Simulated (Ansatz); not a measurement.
Property card for In2O3

Level of theory: Ansatz 0.2.0, DFT LDA, scalar-relativistic, plane waves, PAW.

Settings: cutoff 420 eV, Γ-centred mesh 6×6×6 on the computed 10-atom cell, Gaussian smearing of 0.02 eV; no spin polarisation.

The structure is relaxed at this level of theory with its symmetry kept. This form isn't the usual stable structure of the compound.

```cif
data_structure
_symmetry_space_group_name_H-M 'P 1'
_symmetry_Int_Tables_number 1
_cell_length_a 5.7354
_cell_length_b 5.7354
_cell_length_c 5.7354
_cell_angle_alpha 56.868
_cell_angle_beta 56.868
_cell_angle_gamma 56.868
_cell_volume 123.77
loop_
_atom_site_label
_atom_site_type_symbol
_atom_site_fract_x
_atom_site_fract_y
_atom_site_fract_z
_atom_site_occupancy
In1 In 0.35768 0.35768 0.35768 1
In2 In 0.14232 0.14232 0.14232 1
In3 In 0.64232 0.64232 0.64232 1
In4 In 0.85768 0.85768 0.85768 1
O1 O 0.54553 0.95447 0.25000 1
O2 O 0.25000 0.54553 0.95447 1
O3 O 0.95447 0.25000 0.54553 1
O4 O 0.45447 0.04553 0.75000 1
O5 O 0.75000 0.45447 0.04553 1
O6 O 0.04553 0.75000 0.45447 1
```

| Item | Value |
| --- | --- |
| Space group | R-3c (No. 167) |
| Volume per atom | 12.38 Å³ |
| Formation energy from the elements' standard states (uncorrected) | -1.861 eV/atom |
| Kohn–Sham band gap | 1.29 eV, indirect from (0.021, 0.021, 0.323) to Γ |
| Löwdin character of the top 1 eV of the valence band | O 2p 93 % |
| Löwdin character of the lowest 1 eV of the conduction band | In 5s 46 %, O 2s 26 %, O 2p 17 %, In 5p 8 % |
| Electron masses at the edge by Cartesian direction of the standard setting (m_e; degenerate bands sorted by energy; no spin-orbit coupling) | x: 0.17; y: 0.17; z: 0.17 |
| Hole masses at the edge by Cartesian direction of the standard setting (m_e; degenerate bands sorted by energy; no spin-orbit coupling) | x: 18; y: 3.2; z: 1.5 |
| Bulk modulus | 175 GPa |
| Its pressure derivative | 3.7 |
| Electronic dielectric constant xx, yy, zz of the standard setting (independent particles) | 5.2, 5.2, 5.0 |
| Bader charges (e) | In (4 in the cell) 1.80, O (6 in the cell) -1.20 |